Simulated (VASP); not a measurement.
# Sb (R-3m) in VASP: settings compared

One crystal, Sb, is run at these levels: PBE+D3(BJ), PBEsol, r2SCAN+rVV10; tasks: relaxation of cell and atoms.

All numbers are computed with VASP 6.6.1; they aren't measurements. Logs are shortened: lines on timing, memory, paths and dates and some standing lists are left out, and cuts for length are marked.

### Step 1. The structure

It takes space group R-3m (No. 166, trigonal). The conventional cell has a = 4.323 Å, b = 4.323 Å, c = 11.010 Å, α = 90.00°, β = 90.00°, γ = 120.00°. Around Sb (site symmetry 3m) lie 6 Sb at 2.94 to 3.28 Å.

### Step 2. Relaxation of cell and atoms, PBE+D3(BJ)

Input file INCAR:

```
PREC     = Accurate       # precision mode
ENCUT    = 600            # plane-wave cutoff, eV
EDIFF    = 1E-7           # SCF threshold, eV
ISMEAR   = 1              # smearing method
SIGMA    = 0.1            # smearing width, eV
LREAL    = F              # projectors in reciprocal space
LASPH    = T              # aspherical terms in the spheres
NELM     = 80             # most SCF steps
ALGO     = Normal         # electronic algorithm
ISIF     = 3              # what is computed and relaxed
LWAVE    = F              # write WAVECAR
LCHARG   = F              # write CHGCAR
GGA      = PE             # functional
IVDW     = 12             # dispersion correction
IBRION   = 2              # ionic algorithm
NSW      = 90             # ionic steps
EDIFFG   = -0.005         # ionic threshold
```

Input file KPOINTS:

```
Automatic mesh
0
Gamma
  12 12 10
```

Input file POSCAR:

```
Sb                                      
1.0
    2.1616089712      1.2480055214      3.6700096751
   -2.1616089712      1.2480055214      3.6700096751
    0.0000000000     -2.4960110428      3.6700096751
  Sb            
     2
Direct
     0.2370263576077386    0.2370263576077386    0.2370263576077386
     0.7629736423922613    0.7629736423922613    0.7629736423922613
```

Potentials or basis: VASP PAW PBE potentials, release 64 (Sb).

The run is started by

```bash
$ cat potpaw_PBE.64/Sb/POTCAR > POTCAR
$ mpirun -np 1 vasp_std > vasp.out
```

OUTCAR:

```text
PREC = Accurate
   ENCUT = 600
   EDIFF = 1E-7
   ISMEAR = 1
   LREAL = F
   LASPH = T
   NELM = 80
   ISIF = 3
   GGA = PE
   IVDW = 12
   IBRION = 2
   NSW = 90
   EDIFFG = -0.005
 IVDW          = 12

 ion  position               nearest neighbor table
   1  0.237  0.237  0.237-   2 2.94   2 2.94   2 2.94   2 3.28   2 3.28   2 3.28
   2  0.763  0.763  0.763-   1 2.94   1 2.94   1 2.94   1 3.28   1 3.28   1 3.28

  LATTYP: Found a trigonal (rhomboedric) cell.
 ALAT       =     4.4383602987
 COS(alpha) =     0.5256060360

  Lattice vectors:

 A1 = (   2.1616089712,   1.2480055214,   3.6700096751)
 A2 = (  -2.1616089712,   1.2480055214,   3.6700096751)
 A3 = (   0.0000000000,  -2.4960110428,   3.6700096751)

Analysis of symmetry for initial positions (statically):
=====================================================================
 Subroutine PRICEL returns:
 Original cell was already a primitive cell.

 Routine SETGRP: Setting up the symmetry group for a
 trigonal (rhombohedral) supercell.

 Subroutine GETGRP returns: Found 12 space group operations
 (whereof 12 operations were pure point group operations)
 out of a pool of 12 trial point group operations.

The static configuration has the point symmetry D_3d.

Analysis of symmetry for dynamics (positions and initial velocities):
=====================================================================
 Subroutine PRICEL returns:
 Original cell was already a primitive cell.

 Routine SETGRP: Setting up the symmetry group for a
 trigonal (rhombohedral) supercell.

 Subroutine GETGRP returns: Found 12 space group operations
 (whereof 12 operations were pure point group operations)
 out of a pool of 12 trial point group operations.

The dynamic configuration has the point symmetry D_3d.

 Subroutine INISYM returns: Found 12 space group operations
 (whereof 12 operations are pure point group operations),
 and found     1 'primitive' translations

----------------------------------------------------------------------------------------

                                     Primitive cell

  volume of cell :      59.4035

  direct lattice vectors                    reciprocal lattice vectors
     2.161608971  1.248005521  3.670009675     0.231309181  0.133546418  0.090826282
    -2.161608971  1.248005521  3.670009675    -0.231309181  0.133546418  0.090826282
     0.000000000 -2.496011043  3.670009675     0.000000000 -0.267092835  0.090826282

  length of vectors
     4.438360299  4.438360299  4.438360299     0.282113446  0.282113446  0.282113446

  position of ions in fractional coordinates (direct lattice)
     0.237026358  0.237026358  0.237026358
     0.762973642  0.762973642  0.762973642

  ion indices of the primitive-cell ions
   primitive index   ion index
                 1           1
                 2           2

----------------------------------------------------------------------------------------

 KPOINTS: Automatic mesh

Automatic generation of k-mesh.
 Grid dimensions read from file:
 generate k-points for:   12   12   10

 Generating k-lattice:

  Cartesian coordinates                     Fractional coordinates (reciprocal lattice)
     0.019275765  0.011128868  0.007568857     0.083333333 -0.000000000 -0.000000000
    -0.019275765  0.011128868  0.007568857    -0.000000000  0.083333333 -0.000000000
     0.000000000 -0.026709284  0.009082628    -0.000000000 -0.000000000  0.100000000

  Length of vectors
     0.023509454  0.023509454  0.028211345

  Shift w.r.t. Gamma in fractional coordinates (k-lattice)
     0.000000000  0.000000000  0.000000000

 -----------------------------------------------------------------------------
|                                                                             |
|           W    W    AA    RRRRR   N    N  II  N    N   GGGG   !!!           |
|           W    W   A  A   R    R  NN   N  II  NN   N  G    G  !!!           |
|           W    W  A    A  R    R  N N  N  II  N N  N  G       !!!           |
|           W WW W  AAAAAA  RRRRR   N  N N  II  N  N N  G  GGG   !            |
|           WW  WW  A    A  R   R   N   NN  II  N   NN  G    G                |
|           W    W  A    A  R    R  N    N  II  N    N   GGGG   !!!           |
|                                                                             |
|     Your reciprocal lattice and k-lattice belong to different lattice       |
|     classes:                                                                |
|                                                                             |
|        The reciprocal lattice is rhombohedral (trigonal),                   |
|        whereas your k-lattice is base-centered monoclinic.                  |
|                                                                             |
|     Results are often still useful ...                                      |
|                                                                             |
 -----------------------------------------------------------------------------

 WARNING: IBZKPT: internal override: KBLOWUP is changed to .FALSE.
      ... skipping the blow-up phase ...

 Subroutine IBZKPT returns following result:
 ===========================================

 Found    391 irreducible k-points:

 Following reciprocal coordinates:
            Coordinates               Weight
  0.000000  0.000000  0.000000      1.000000
  0.083333  0.000000  0.000000      4.000000
  0.166667  0.000000  0.000000      4.000000
  0.250000  0.000000  0.000000      4.000000
  0.333333  0.000000  0.000000      4.000000
  0.416667  0.000000  0.000000      4.000000
[... 16 lines left out ...]
  0.500000  0.166667  0.000000      8.000000
 -0.416667  0.166667  0.000000      4.000000
 [... further k-points ...]
   k-points           NKPTS =    391   k-points in BZ     NKDIM =    391   number of bands    NBANDS=      9
   number of dos      NEDOS =    301   number of ions     NIONS =      2
   total plane-waves  NPLWV =  46656
   dimension x,y,z NGX =    36 NGY =   36 NGZ =   36
   dimension x,y,z NGXF=    72 NGYF=   72 NGZF=   72
   ions per type =               2
   NGX,Y,Z   is equivalent  to a cutoff of  13.48, 13.48, 13.48 a.u.
   NGXF,Y,Z  is equivalent  to a cutoff of  26.97, 26.97, 26.97 a.u.
 SYSTEM =  unknown system
   PREC   = accura    normal or accurate (medium, high low for compatibility)
   ISTART =      0    job   : 0-new  1-cont  2-samecut
   ICHARG =      2    charge: 1-file 2-atom 10-const
   ISPIN  =      1    spin polarized calculation?
   LNONCOLLINEAR =      F non collinear calculations
   LSORBIT =      F    spin-orbit coupling
   LASPH  =      T    aspherical Exc in radial PAW
   ENCUT  =  600.0 eV  44.10 Ry    6.64 a.u.   8.86  8.86  8.86*2*pi/ulx,y,z
   NELM   =     80;   NELMIN=  2; NELMDL= -5     # of ELM steps
   EDIFF  = 0.1E-06   stopping-criterion for ELM
   LREAL  =      F    real-space projection
   EDIFFG = -.5E-02   stopping-criterion for IOM
   NSW    =     90    number of steps for IOM
   IBRION =      2    ionic relax: 0-MD 1-quasi-New 2-CG
   NFREE  =      1    steps in history (QN), initial steepest desc. (CG)
   ISIF   =      3    stress and relaxation
   ISYM   =      2    0-nonsym 1-usesym 2-fastsym
   POTIM  = 0.5000    time-step for ionic-motion
   TEBEG  =    0.0;   TEEND  =   0.0 temperature during run
   PSTRESS=    0.0 pullay stress
   NELECT =      10.0000    total number of electrons
   NUPDOWN=      -1.0000    fix difference up-down
   EMIN   =  10.00;   EMAX   =-10.00  energy-range for DOS
   EFERMI =   0.00;   METHOD = LEGACY
   ISMEAR =     1;   SIGMA  =   0.10  broadening in eV -4-tet -1-fermi 0-gaus
   EFERMI_NEDOS =   21; number of points for ismear=-14 and -15
   IALGO  =     38    algorithm
   IMIX   =      4    mixing-type and parameters
     AMIX     =   0.40;   BMIX     =  1.00
     AMIX_MAG =   1.60;   BMIX_MAG =  1.00
  volume/ion in A,a.u.               =      29.70       200.44
  Fermi-wavevector in a.u.,A,eV,Ry     =   0.903936  1.708190 11.117313  0.817099
  Thomas-Fermi vector in A             =   2.027322
   LORBIT       =      0    0 simple, 1 ext, 2 COOP (PROOUT), +10 PAW based schemes
   GGA     = PE    functional components
   LHFCALC =     F    Hartree Fock is set to
   AEXX    =    0.0000 exact exchange contribution
   IVDW    =    12    specifies the selected vdW correction
   LEPSILON=     F    determine dielectric tensor
   LRPA    =     F    only Hartree local field effects (RPA)
 conjugate gradient relaxation of ions
 non-spin polarized calculation
 Methfessel and Paxton  Order N= 1 SIGMA  =   0.10
  energy-cutoff  :      600.00
  volume of cell :       59.40
 maximum number of plane-waves:      2006
   NGX = 17   NGY = 17   NGZ = 17

--------------------------------------- Ionic step        1  -------------------------------------------

 number of electron      10.0000000 magnetization

 Free energy of the ion-electron system (eV)
  ---------------------------------------------------
  ext. energy  EPLUGINS =         0.00000000
  ---------------------------------------------------
  free energy    TOTEN  =        -8.24057234 eV

  energy without entropy =       -8.24100408  energy(sigma->0) =       -8.24071625

------------------------ aborting loop because EDIFF is reached ----------------------------------------

 Edisp (eV)   -0.96175

 E8    (eV) :    -0.4487

  FORCE on cell =-STRESS in cart. coord.  units (eV):
  Direction    XX          YY          ZZ          XY          YZ          ZX
  --------------------------------------------------------------------------------------
  -------------------------------------------------------------------------------------
  Total      -0.00943    -0.00943    -0.01553     0.00000    -0.00000    -0.00000
  in kB      -0.25442    -0.25442    -0.41873     0.00000    -0.00000    -0.00000
  external pressure =       -0.31 kB  Pullay stress =        0.00 kB
[... 61 lines left out ...]
  energy  without entropy=       -9.2027609350  energy(sigma->0) =       -9.20247681

--------------------------------------- Ionic step        3  -------------------------------------------

 number of electron      10.0000000 magnetization

 Free energy of the ion-electron system (eV)
  ---------------------------------------------------
  ext. energy  EPLUGINS =         0.00000000
  ---------------------------------------------------
  free energy    TOTEN  =        -8.23988021 eV

  energy without entropy =       -8.24030720  energy(sigma->0) =       -8.24002254

 E-fermi :   7.4023     XC(G=0):  -9.6193

 val. band max:        7.3982429995   @ k =  -0.4167   0.4167   0.5000
 cond. band min:       7.4333112172   @ k =   0.0833   0.0833   0.4000
 fundamental gap:      0.0350682178
 Fermi energy:         7.4022647504

 k-point     1 :       0.0000    0.0000    0.0000
  band No.  band energies     occupation
      1      -5.2965      2.00000
      2       2.7846      2.00000
      3       5.4799      2.00000
      4       5.6312      2.00000
      5       5.6312      2.00000
      6       9.8749      0.00000
      7      10.3137      0.00000
      8      10.3137      0.00000
      9      12.3698      0.00000
[... 265 lines left out ...]
 k-point    24 :      -0.4167    0.1667    0.0000
  band No.  band energies     occupation
      1      -2.7219      2.00000
      2      -2.0625      2.00000
      3       3.7705      2.00000
      4       5.3205      2.00000
      5       5.7616      2.00000
      6       8.3733     -0.00000
      7       8.8352     -0.00000
      8      10.6098      0.00000
      9      14.1122      0.00000

 [... further k-points ...]

------------------------ aborting loop because EDIFF is reached ----------------------------------------

 Edisp (eV)   -0.96245

 E8    (eV) :    -0.4490

  FORCE on cell =-STRESS in cart. coord.  units (eV):
  Direction    XX          YY          ZZ          XY          YZ          ZX
  --------------------------------------------------------------------------------------
  -------------------------------------------------------------------------------------
  Total       0.00830     0.00830     0.00415     0.00000    -0.00000     0.00000
  in kB       0.22389     0.22389     0.11211     0.00000    -0.00000     0.00000
  external pressure =        0.19 kB  Pullay stress =        0.00 kB
[... 17 lines left out ...]
  FREE ENERGIE OF THE ION-ELECTRON SYSTEM (eV)
  ---------------------------------------------------
  free  energy   TOTEN  =        -9.2023350371 eV

  energy  without entropy=       -9.2027620332  energy(sigma->0) =       -9.20247737

 reached required accuracy - stopping structural energy minimisation
```

Wall time 4 min (1 thread of AMD EPYC 9R14 (Zen 4), shared host); peak memory 0.37 GiB.

What came out:

| Property | Result |
| --- | --- |
| Free energy | -9.2023 eV |
| Relaxed volume | 29.68 Å³/atom |
| Relaxed cell | a = 4.437 Å, b = 4.437 Å, c = 4.437 Å, α = 58.30°, β = 58.30°, γ = 58.30° |
| Space group after relaxing (to 0.05 Å) | R-3m (No. 166) |
| Energy gained by relaxing | 0.0 meV/atom |
| Ionic steps | 3 |
| Pressure after relaxing | 0.0 GPa |
| Largest force after relaxing | 0.003 eV/Å |
| Band gap on the k mesh | none (metal or under the smearing width) |
| Dispersion energy per atom | -0.481 eV |

Forces in eV/Å, atoms in the order of the input:
```
Sb   0.000  0.000 -0.003
Sb   0.000  0.000  0.003
```

Final structure:
```
Sb
1.0
     2.16119    1.24776    3.66884
    -2.16119    1.24776    3.66884
     0.00000   -2.49553    3.66884
Sb
2
Direct
  0.23699 0.23699 0.23699
  0.76301 0.76301 0.76301
```

Caveat: pairwise dispersion overbinds metals, which lowers pressure and volume.

(Continued in part 2 of 2.)
